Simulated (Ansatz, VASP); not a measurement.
**NaI: VASP beside Ansatz**

Contents of INCAR:

```
SYSTEM = NaI
  PREC = Accurate
  ENCUT = 520
  EDIFF = 1E-6
  ISMEAR = -1
  SIGMA = 0.02
  LREAL = .False.
  LASPH = .True.
  NELM = 60
  ALGO = Normal
  ISIF = 2
  LWAVE = .False.
  LCHARG = .False.
  GGA = PE
  NBANDS = 14
```

File KPOINTS:

```
Automatic mesh
0
Gamma
  6 6 6
  0 0 0
```

Contents of POSCAR:

```
NaI
1.0
    0.0000000000      3.4709105245      3.6654435105
    3.4709105245      0.0000000000      3.6654435105
    3.4709105245      3.4709105245      0.0000000000
Na I
1 1
Direct
    0.0000000000      0.0000000000      0.0000000000
    0.2500000000      0.2500000000      0.2500000000
```

Input for Ansatz:

```yaml
crystal:
  lattice:
    - [0.0, 3.4709105245, 3.6654435105]
    - [3.4709105245, 0.0, 3.6654435105]
    - [3.4709105245, 3.4709105245, 0.0]
  atoms:
    - { symbol: Na, position: [0.0, 0.0, 0.0] }
    - { symbol: I, position: [0.25, 0.25, 0.25] }
kpoints:
  mp_grid: { grid: [6, 6, 6] }
  band_path:
    path:
      - [0.0, 0.0, 0.0]
      - [-0.5, -0.5, 0.0]
      - [-0.375, -0.375, 0.25]
      - [-0.375, 0.0, 0.375]
      - [0.0, 0.0, 0.5]
      - [-0.5, -0.25, 0.25]
    npoints: 1
hamiltonian:
  xc: pbe
scf:
  occupations: { method: fermi_dirac, width: 0.02 }
  n_extra_bands: 4
output:
  forces: true
  stress: true
  eigenvalues: true
  write_density: true
  write_potential: true
  elf: true
  volumetric_format: npy
```

Change from the starting cell: epitaxial_xy strain -2.0%.

Alike in both runs: task single point; functional PBE; k mesh 6 × 6 × 6; occupations fermi-dirac, width 0.02 eV; no spin polarisation.

|  | VASP | Ansatz |
| --- | --- | --- |
| version | VASP 6.6.1 | Ansatz 0.2.0 |
| potentials or method | VASP PAW PBE potentials, release 64 (Na_pv, I) | plane waves, PAW |
| plane-wave cutoff (eV) | 520 | 420 |
| valence electrons in the cell | 14 | 26 |

VASP gave:

* gap on the k mesh at the Fermi level (eV): 3.80
* pressure (GPa): 0.5
* largest component of the traceless stress (GPa): 0.06

Q: What did Ansatz give for the same quantities?

A: gap on the k mesh at the Fermi level (eV): 3.81; pressure (GPa): 0.4; largest component of the traceless stress (GPa): 0.06.

With one functional, cell and mesh, what is left measures potentials, basis and numerics. The two sets of potentials don't hold the same shells in valence.

Caveats: spin-orbit coupling is left out, which moves the levels of the heavy elements.
